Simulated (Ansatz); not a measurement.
**Guessed and relaxed cells of LiCl**

A trial structure of LiCl was built thus: 5-connected net, two elements alternating (P2_1/c, No. 14). Its size is a rough estimate.

POSCAR.start

```
Li Cl
1.0
     4.22930    0.00000    0.00000
     0.00000    3.00518    0.00000
    -1.26994    0.00000    7.19830
Li Cl
4 4
Direct
  0.22594 0.65954 0.88717
  0.77406 0.15954 0.61283
  0.77406 0.34046 0.11283
  0.22594 0.84046 0.38717
  0.27406 0.34046 0.61283
  0.72594 0.84046 0.88717
  0.72594 0.65954 0.38717
  0.27406 0.15954 0.11283
```

All numbers below come from DFT PBE, scalar-relativistic, plane waves, PAW (Ansatz 0.2.0). Cutoff 420 eV, Gaussian smearing, Γ-centred meshes. Cell and atoms relax first on a coarse mesh and then on a converged one. In between, the cell is made exact in the group found at 0.06 Å. The steps can't lower the symmetry of their start. No spin polarisation.

POSCAR.end

```
Li Cl
1.0
     0.00000    2.57461    2.57461
     2.57461    0.00000    2.57461
     2.57461    2.57461    0.00000
Li Cl
1 1
Direct
  0.00000 0.00000 0.00000
  0.50000 0.50000 0.50000
```

The symmetry goes from P2_1/c (No. 14) to Fm-3m (No. 225), and the primitive cell from 8 to 2 atoms. The end has the rock salt type. The volume per atom grows by 49.2 %, from 11.4 to 17.1 Å³. The shortest distance goes from 2.18 Å (Li–Cl) to 2.57 Å (Li–Cl). The energy falls by about 0.64 eV/atom (the start's value is from the coarse mesh). The end is written in a standard setting, so origin, axes and order of atoms can differ from the start's.

- Volume per atom: 17.07 Å³
- Density: 2.06 g/cm³
- Formation energy: −1.852 eV/atom
- Gap on the 8×8×8 mesh of the 2-atom cell: 6.26 eV

Formation energies are uncorrected and refer to the elements' standard structures at the same level (Cl₂ as a molecule). It lies below the elements, which doesn't yet make it stable against other compounds or structures.

The last run used Gaussian smearing of 0.02 eV. Kohn–Sham gaps at this level usually fall short of measured ones. A later test with randomly moved atoms came back to the same energy, though modes that don't fit the test's cell weren't probed. In all, the 3 runs took 82 s on 1 thread of Arm Neoverse V1, on a shared host.
